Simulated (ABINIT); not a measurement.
# GaAs (F-43m): G0W0 in ABINIT against the bands in the self-energy

How does the gap of GaAs (F-43m) converge in the bands in the self-energy?

Calculated with ABINIT 10.8.3; PBE and many-body steps on it, plane waves.

### Step 1. Starting point

It takes space group F-43m (No. 216, cubic). Conventional cell: a = 5.654 Å, b = 5.654 Å, c = 5.654 Å, α = 90.00°, β = 90.00°, γ = 90.00°. Nearest to Ga lie 4 As at 2.45 Å. Nearest to As lie 4 Ga at 2.45 Å. Farther neighbours are not listed.

The cell and positions come from the Crystallography Open Database and are kept as given unless a step says otherwise.

### Step 2. Screening, 4×4×4 mesh, 304 bands, screening to 272.1 eV

This step: ABINIT 10.8.3; RPA screening on PBE, plane waves, norm-conserving pseudopotentials.

The RPA dielectric matrix is built and inverted for each q.

Input file run.abi:

```
acell 3*1.0 Angstrom
rprim 
  0.000000000000 2.826850000000 2.826850000000
  2.826850000000 0.000000000000 2.826850000000
  2.826850000000 2.826850000000 -0.000000000000
ntypat 2
znucl 31 33
natom 2
typat 1 2
xred 
  0.000000000000 0.000000000000 0.000000000000
  0.250000000000 0.250000000000 0.250000000000
pp_dirpath "pseudos"
pseudos "Ga.upf, As.upf"
ecut 38
ngkpt 4 4 4
nshiftk 1
shiftk 0 0 0
kptopt 1
chksymbreak 0
istwfk *1
occopt 1
irdwfk 1
optdriver 3
nband 304
ecuteps 10
inclvkb 2
awtr 1
symchi 1
indata_prefix "in"
outdata_prefix "out"
tmpdata_prefix "tmp"
```

Launch:

```sh
$ OMP_NUM_THREADS=1 mpirun -n 8 abinit run.abi > log
```

The log of the run:

```text
.Version 10.8.3 of ABINIT. v10.8.2 released Aug 2026.

 Symmetries : space group F-4 3 m (#216); Bravais cF (face-center cubic)
[... echo of the input left out ...]
== DATASET  1 ==================================================================
-   mpi_nproc: 8, omp_nthreads: 1 (-1 if OMP is not activated)

--- !DatasetInfo
iteration_state: {dtset: 1, }
dimensions: {natom: 2, nkpt: 8, mband: 304, nsppol: 1, nspinor: 1, nspden: 1, mpw: 3479, }
cutoff_energies: {ecut:  38.0, pawecutdg:  -1.0, }
electrons: {nelect:   2.80000000E+01, charge:   0.00000000E+00, occopt:   1.00000000E+00, tsmear:   1.00000000E-02, }

 SCREENING: Calculation of the susceptibility and dielectric matrices

 Based on a program developped by R.W. Godby, V. Olevano, G. Onida, and L. Reining.
 Incorporated in ABINIT by V. Olevano, G.-M. Rignanese, and M. Torrent.
.Using double precision arithmetic ; gwpc =  8

[... cell and pseudopotentials left out ...]
--------------------------------------------------------------------------------

 ==== K-mesh for the wavefunctions ====
 Number of points in the irreducible wedge :     8
[... list of points left out ...]
 Together with 24 symmetry operations and time-reversal symmetry
 yields    64 points in the full Brillouin Zone.

 ==== Q-mesh for the screening function ====
 Number of points in the irreducible wedge :     8
[... list of points left out ...]
 Together with 24 symmetry operations and time-reversal symmetry
 yields    64 points in the full Brillouin Zone.

 setmesh: FFT mesh size selected  =    32x   32x   32
          total number of points  =        32768

 vcoul_init : cutoff-mode = AUXILIARY_FUNCTION
 q-points for optical limit:   1
     1)      0.000010    0.000020    0.000030

- screening: taking advantage of time-reversal symmetry
- Maximum band index for partially occupied states nbvw = 14
- Remaining bands to be divided among processors   nbcw = 290
- Number of bands treated by each node ~36

 Number of electrons calculated from density =   28.0000; Expected =   28.0000
 average of density, n =  0.091838
 r_s =    1.3750
 omega_plasma =   29.2326 [eV]

 calculating chi0 at frequencies [eV] :
  1    0.000000E+00    0.000000E+00
  2    0.000000E+00    2.923258E+01

--------------------------------------------------------------------------------
  q-point number  1        q = ( 0.000000, 0.000000, 0.000000) [r.l.u.]
--------------------------------------------------------------------------------
[... chi0 elements left out ...]
 For q-point:  0.000010 0.000020 0.000030
  dielectric constant = 139.5571
  dielectric constant without local fields = 147.8650

  Average fulfillment of the sum rule on Im[epsilon] for q-point    1 :    114.89  [%]
[... wings left out ...]
  q-point number  2        q = ( 0.250000, 0.000000, 0.000000) [r.l.u.]
--------------------------------------------------------------------------------
[... chi0 elements left out ...]
  Average fulfillment of the sum rule on Im[epsilon] for q-point    2 :    137.46  [%]

 [... 6 further q-points ...]
```

Elapsed: 2.2 min, on 8 MPI ranks of Intel Xeon Platinum 8259CL at 2.50GHz (Skylake/Cascade Lake), shared host; peak memory 2.7 GiB; 18 min of CPU time.

This step gave:

| Property | Result |
| --- | --- |
| ε∞ with local fields, on this mesh, along the program's q direction | 139.6 |
| the same without local fields | 147.9 |
| plasma frequency | 29.23 eV |
| plane waves in the screening matrix | 459 |

Local fields lower ε∞ by 6 %. The value itself is an artefact of the mesh, where one narrow direct gap carries too much weight.

### Step 3. 22 bands

This step: G0W0 on PBE, plane waves, norm-conserving pseudopotentials.

Changes to run.abi since step 2:

```diff
@@ -23,8 +23,15 @@
 irdwfk 1
-optdriver 3
-nband 304
+optdriver 4
+nband 22
+gwcalctyp 0
+ecutsigx 38
+symsigma 1
+nkptgw 1
+kptgw 
+  0.0000000000 0.0000000000 0.0000000000
+bdgw 
+  12 18
 ecuteps 10
-inclvkb 2
-awtr 1
-symchi 1
+irdscr 1
+ppmodel 1
 indata_prefix "in"
```

The log of the run:

```text
.Version 10.8.3 of ABINIT. v10.8.2 released Aug 2026.

 Symmetries : space group F-4 3 m (#216); Bravais cF (face-center cubic)
[... echo of the input left out ...]
== DATASET  1 ==================================================================
-   mpi_nproc: 8, omp_nthreads: 1 (-1 if OMP is not activated)

--- !DatasetInfo
iteration_state: {dtset: 1, }
dimensions: {natom: 2, nkpt: 8, mband: 22, nsppol: 1, nspinor: 1, nspden: 1, mpw: 3479, }
cutoff_energies: {ecut:  38.0, pawecutdg:  -1.0, }
electrons: {nelect:   2.80000000E+01, charge:   0.00000000E+00, occopt:   1.00000000E+00, tsmear:   1.00000000E-02, }

 SIGMA: Calculation of the GW corrections

 Based on a program developped by R.W. Godby, V. Olevano, G. Onida, and L. Reining.
 Incorporated in ABINIT by V. Olevano, G.-M. Rignanese, and M. Torrent.
.Using double precision arithmetic ; gwpc =  8

[... cell and pseudopotentials left out ...]
--------------------------------------------------------------------------------

 ==== K-mesh for the wavefunctions ====
 Number of points in the irreducible wedge :     8
[... list of points left out ...]
 Together with 24 symmetry operations and time-reversal symmetry
 yields    64 points in the full Brillouin Zone.

 ==== Q-mesh for screening function ====
 Number of points in the irreducible wedge :     8
[... list of points left out ...]
 Together with 24 symmetry operations and time-reversal symmetry
 yields    64 points in the full Brillouin Zone.

 vcoul_init : cutoff-mode = AUXILIARY_FUNCTION
 q-points for optical limit:   1
     1)      0.000010    0.000020    0.000030
 setmesh: FFT mesh size selected  =    45x   45x   45
          total number of points  =        91125

 Number of electrons calculated from density =   28.0000; Expected =   28.0000
 average of density, n =  0.091838
 r_s =    1.3750
 omega_plasma =   29.2326 [eV]

 === KS Band Gaps ===
  >>>> For spin  1
   Minimum direct gap =   0.5137 [eV], located at k-point      :   0.0000  0.0000  0.0000
   Fundamental gap    =   0.5137 [eV], Top of valence bands at :   0.0000  0.0000  0.0000
                                       Bottom of conduction at :   0.0000  0.0000  0.0000
 SIGMA fundamental parameters:
 PLASMON POLE MODEL  1
 number of plane-waves for SigmaX                 3479
 number of plane-waves for SigmaC and W            459
 number of plane-waves for wavefunctions          3479
 number of bands                                    22
 number of independent spin polarizations            1
 number of spinorial components                      1
 number of k-points in IBZ                           8
 number of q-points in IBZ                           8
 number of symmetry operations                      24
 number of k-points in BZ                           64
 number of q-points in BZ                           64
 number of frequencies for dSigma/dE                 9
 frequency step for dSigma/dE [eV]                0.25
 number of omega for Sigma on real axis              0
 max omega for Sigma on real axis  [eV]           0.00
 zcut for avoiding poles [eV]                     0.10

 EPSILON^-1 parameters (SCR file):
 dimension of the eps^-1 matrix on file            459
 dimension of the eps^-1 matrix used               459
 number of plane-waves for wavefunctions          3479
 number of bands                                   304
 number of q-points in IBZ                           8
 number of frequencies                               2
 number of real frequencies                          1
 number of imag frequencies                          1

 matrix elements of self-energy operator (all in [eV])

 Perturbative Calculation

--- !SelfEnergy_ee
iteration_state: {dtset: 1, }
kpoint     : [   0.000,    0.000,    0.000, ]
spin       : 1
KS_gap     :    0.514
QP_gap     :    1.083
Delta_QP_KS:    0.569
data: !SigmaeeData |
     Band     E0 <VxcDFT>   SigX SigC(E0)      Z dSigC/dE  Sig(E)    E-E0       E
       12   4.024 -13.358 -15.769   2.886   0.812  -0.231 -12.972   0.387   4.410
       13   4.024 -13.358 -15.769   2.886   0.812  -0.231 -12.972   0.387   4.410
       14   4.024 -13.358 -15.769   2.886   0.812  -0.231 -12.972   0.387   4.410
       15   4.538 -13.901 -10.298  -2.425   0.812  -0.232 -12.945   0.955   5.493
       16   7.763 -10.841  -6.854  -2.651   0.820  -0.220  -9.746   1.095   8.858
       17   7.763 -10.841  -6.854  -2.651   0.820  -0.220  -9.746   1.095   8.858
       18   7.763 -10.841  -6.854  -2.651   0.820  -0.220  -9.746   1.095   8.858

== END DATASET(S) ==============================================================
================================================================================

 -outvars: echo values of variables after computation  --------
           etotal      0.0000000000E+00
            nband          22
             nkpt           8
          spgroup         216
 [... the other variables as echoed above ...]

 Calculation completed.
```

Run time: 5.9 s. Hardware: 8 MPI ranks; peak memory 0.9 GiB; 45 s of CPU time.

This step gave:

```
G0W0 gap on the points computed              : 1.083 eV
starting gap on the mesh                     : 0.5137 eV
k of the valence top                         : 0, 0, 0
k of the conduction bottom                   : 0, 0, 0
Z at the valence top                         : 0.812
Z at the conduction bottom                   : 0.812
least direct G0W0 gap on the computed points : 1.083 eV
```

### Step 4. 23 bands

Changes to run.abi since step 3:

```diff
@@ -24,3 +24,3 @@
 optdriver 4
-nband 22
+nband 23
 gwcalctyp 0
```

The log of the run:

```text
.Version 10.8.3 of ABINIT. v10.8.2 released Aug 2026.

 Symmetries : space group F-4 3 m (#216); Bravais cF (face-center cubic)
[... echo of the input left out ...]
== DATASET  1 ==================================================================
-   mpi_nproc: 8, omp_nthreads: 1 (-1 if OMP is not activated)

--- !DatasetInfo
iteration_state: {dtset: 1, }
dimensions: {natom: 2, nkpt: 8, mband: 23, nsppol: 1, nspinor: 1, nspden: 1, mpw: 3479, }
cutoff_energies: {ecut:  38.0, pawecutdg:  -1.0, }
electrons: {nelect:   2.80000000E+01, charge:   0.00000000E+00, occopt:   1.00000000E+00, tsmear:   1.00000000E-02, }

 SIGMA: Calculation of the GW corrections

 Based on a program developped by R.W. Godby, V. Olevano, G. Onida, and L. Reining.
 Incorporated in ABINIT by V. Olevano, G.-M. Rignanese, and M. Torrent.
.Using double precision arithmetic ; gwpc =  8

[... cell and pseudopotentials left out ...]
--------------------------------------------------------------------------------

 ==== K-mesh for the wavefunctions ====
 Number of points in the irreducible wedge :     8
[... list of points left out ...]
 Together with 24 symmetry operations and time-reversal symmetry
 yields    64 points in the full Brillouin Zone.

 ==== Q-mesh for screening function ====
 Number of points in the irreducible wedge :     8
[... list of points left out ...]
 Together with 24 symmetry operations and time-reversal symmetry
 yields    64 points in the full Brillouin Zone.

 vcoul_init : cutoff-mode = AUXILIARY_FUNCTION
 q-points for optical limit:   1
     1)      0.000010    0.000020    0.000030
 setmesh: FFT mesh size selected  =    45x   45x   45
          total number of points  =        91125

 Number of electrons calculated from density =   28.0000; Expected =   28.0000
[...]
number of q-points in BZ                           64
 number of frequencies for dSigma/dE                 9
 frequency step for dSigma/dE [eV]                0.25
 number of omega for Sigma on real axis              0
 max omega for Sigma on real axis  [eV]           0.00
 zcut for avoiding poles [eV]                     0.10

 EPSILON^-1 parameters (SCR file):
 dimension of the eps^-1 matrix on file            459
 dimension of the eps^-1 matrix used               459
 number of plane-waves for wavefunctions          3479
 number of bands                                   304
 number of q-points in IBZ                           8
 number of frequencies                               2
 number of real frequencies                          1
 number of imag frequencies                          1

 matrix elements of self-energy operator (all in [eV])

 Perturbative Calculation

--- !SelfEnergy_ee
iteration_state: {dtset: 1, }
kpoint     : [   0.000,    0.000,    0.000, ]
spin       : 1
KS_gap     :    0.514
QP_gap     :    1.131
Delta_QP_KS:    0.617
data: !SigmaeeData |
     Band     E0 <VxcDFT>   SigX SigC(E0)      Z dSigC/dE  Sig(E)    E-E0       E
       12   4.024 -13.358 -15.769   2.768   0.810  -0.234 -13.069   0.290   4.313
       13   4.024 -13.358 -15.769   2.768   0.810  -0.234 -13.069   0.290   4.313
       14   4.024 -13.358 -15.769   2.768   0.810  -0.234 -13.069   0.290   4.313
       15   4.538 -13.901 -10.298  -2.484   0.811  -0.233 -12.994   0.906   5.444
       16   7.763 -10.841  -6.854  -2.789   0.817  -0.224  -9.862   0.979   8.741
       17   7.763 -10.841  -6.854  -2.789   0.817  -0.224  -9.862   0.979   8.741
       18   7.763 -10.841  -6.854  -2.789   0.817  -0.224  -9.862   0.979   8.741

== END DATASET(S) ==============================================================
================================================================================

 -outvars: echo values of variables after computation  --------
           etotal      0.0000000000E+00
            nband          23
             nkpt           8
          spgroup         216
 [... the other variables as echoed above ...]

 Calculation completed.
```

The job ended after 6 s (8 MPI ranks; peak memory 0.79 GiB).

This step gave:

```
G0W0 gap on the points computed              : 1.131 eV
starting gap on the mesh                     : 0.5137 eV
k of the valence top                         : 0, 0, 0
k of the conduction bottom                   : 0, 0, 0
Z at the valence top                         : 0.81
Z at the conduction bottom                   : 0.811
least direct G0W0 gap on the computed points : 1.131 eV
```

### Step 5. 39 bands

Changes to run.abi since step 4:

```diff
@@ -24,3 +24,3 @@
 optdriver 4
-nband 23
+nband 39
 gwcalctyp 0
```

The log of the run:

```text
.Version 10.8.3 of ABINIT. v10.8.2 released Aug 2026.

 Symmetries : space group F-4 3 m (#216); Bravais cF (face-center cubic)
[... echo of the input left out ...]
== DATASET  1 ==================================================================
-   mpi_nproc: 8, omp_nthreads: 1 (-1 if OMP is not activated)

--- !DatasetInfo
iteration_state: {dtset: 1, }
dimensions: {natom: 2, nkpt: 8, mband: 39, nsppol: 1, nspinor: 1, nspden: 1, mpw: 3479, }
cutoff_energies: {ecut:  38.0, pawecutdg:  -1.0, }
electrons: {nelect:   2.80000000E+01, charge:   0.00000000E+00, occopt:   1.00000000E+00, tsmear:   1.00000000E-02, }

 SIGMA: Calculation of the GW corrections

 Based on a program developped by R.W. Godby, V. Olevano, G. Onida, and L. Reining.
 Incorporated in ABINIT by V. Olevano, G.-M. Rignanese, and M. Torrent.
.Using double precision arithmetic ; gwpc =  8

[... cell and pseudopotentials left out ...]
--------------------------------------------------------------------------------

 ==== K-mesh for the wavefunctions ====
 Number of points in the irreducible wedge :     8
[... list of points left out ...]
 Together with 24 symmetry operations and time-reversal symmetry
 yields    64 points in the full Brillouin Zone.

 ==== Q-mesh for screening function ====
 Number of points in the irreducible wedge :     8
[... list of points left out ...]
 Together with 24 symmetry operations and time-reversal symmetry
 yields    64 points in the full Brillouin Zone.

 vcoul_init : cutoff-mode = AUXILIARY_FUNCTION
 q-points for optical limit:   1
     1)      0.000010    0.000020    0.000030
 setmesh: FFT mesh size selected  =    45x   45x   45
          total number of points  =        91125

 Number of electrons calculated from density =   28.0000; Expected =   28.0000
[...]
number of q-points in BZ                           64
 number of frequencies for dSigma/dE                 9
 frequency step for dSigma/dE [eV]                0.25
 number of omega for Sigma on real axis              0
 max omega for Sigma on real axis  [eV]           0.00
 zcut for avoiding poles [eV]                     0.10

 EPSILON^-1 parameters (SCR file):
 dimension of the eps^-1 matrix on file            459
 dimension of the eps^-1 matrix used               459
 number of plane-waves for wavefunctions          3479
 number of bands                                   304
 number of q-points in IBZ                           8
 number of frequencies                               2
 number of real frequencies                          1
 number of imag frequencies                          1

 matrix elements of self-energy operator (all in [eV])

 Perturbative Calculation

--- !SelfEnergy_ee
iteration_state: {dtset: 1, }
kpoint     : [   0.000,    0.000,    0.000, ]
spin       : 1
KS_gap     :    0.514
QP_gap     :    1.154
Delta_QP_KS:    0.640
data: !SigmaeeData |
     Band     E0 <VxcDFT>   SigX SigC(E0)      Z dSigC/dE  Sig(E)    E-E0       E
       12   4.024 -13.358 -15.769   1.973   0.801  -0.249 -13.709  -0.350   3.673
       13   4.024 -13.358 -15.769   1.973   0.801  -0.249 -13.709  -0.350   3.673
       14   4.024 -13.358 -15.769   1.973   0.801  -0.249 -13.709  -0.350   3.673
       15   4.538 -13.901 -10.298  -3.241   0.802  -0.248 -13.611   0.290   4.827
       16   7.763 -10.841  -6.854  -3.650   0.804  -0.243 -10.570   0.271   8.034
       17   7.763 -10.841  -6.854  -3.650   0.804  -0.243 -10.570   0.271   8.034
       18   7.763 -10.841  -6.854  -3.650   0.804  -0.243 -10.570   0.271   8.034

== END DATASET(S) ==============================================================
================================================================================

 -outvars: echo values of variables after computation  --------
           etotal      0.0000000000E+00
            nband          39
             nkpt           8
          spgroup         216
 [... the other variables as echoed above ...]

 Calculation completed.
```

It took 7.3 s on 8 MPI ranks; peak memory 1.7 GiB; 56 s of CPU time.

Numbers from this step:

* G0W0 gap on the points computed: 1.154 eV
* starting gap on the mesh: 0.5137 eV
* k of the valence top: 0, 0, 0
* k of the conduction bottom: 0, 0, 0
* Z at the valence top: 0.801
* Z at the conduction bottom: 0.802
* least direct G0W0 gap on the computed points: 1.154 eV

(Continued in part 2 of 2.)

[Paths, hosts, dates, memory and timing lines, banners, echoed tables and standing remarks are left out of the program output.]

[Logs are printed without paths, hosts, clocks, repeated set-up lines and the standing remarks that a program may print on its own settings, such as how far it seeks lower states.]

[Runs of the session that timed out or met a known fault of the program may be left out.]

[Hosts, paths, dates, database ids (printed as entryN), source tags and the programs' standing remarks are cut or masked in the printed files.]

[G0W0 gaps are taken among the corrected bands and points alone; a level outside them can change the order at an edge.]

[Where Ansatz stands beside ABINIT at settings called matched, ABINIT's density can come from a denser mesh and the files from another edition; pairs whose starting gaps differed by over 0.03 eV were left out, so agreement reads better than it is.]
